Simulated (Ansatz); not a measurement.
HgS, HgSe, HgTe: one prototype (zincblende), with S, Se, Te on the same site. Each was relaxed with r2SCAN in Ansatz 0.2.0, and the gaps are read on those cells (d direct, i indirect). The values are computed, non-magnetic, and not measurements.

| compound | a (Å) | gap, PBE (eV) | gap, r2SCAN (eV) | gap, PBE+SOC (eV) |
| --- | --- | --- | --- | --- |
| HgS | 5.930 | 0 | 0 | 0.10 d (Γ) |
| HgSe | 6.185 | 0 | 0 | 0 |
| HgTe | 6.578 | 0 | 0 | 0 |

From HgS to HgSe, a changes by +0.255 Å. From HgSe to HgTe, a changes by +0.393 Å.

Only the levels marked +SOC include spin-orbit coupling.

Gaps or overlaps of about a tenth of an eV are at the limit of these meshes: between the points read a gap can be smaller or closed.
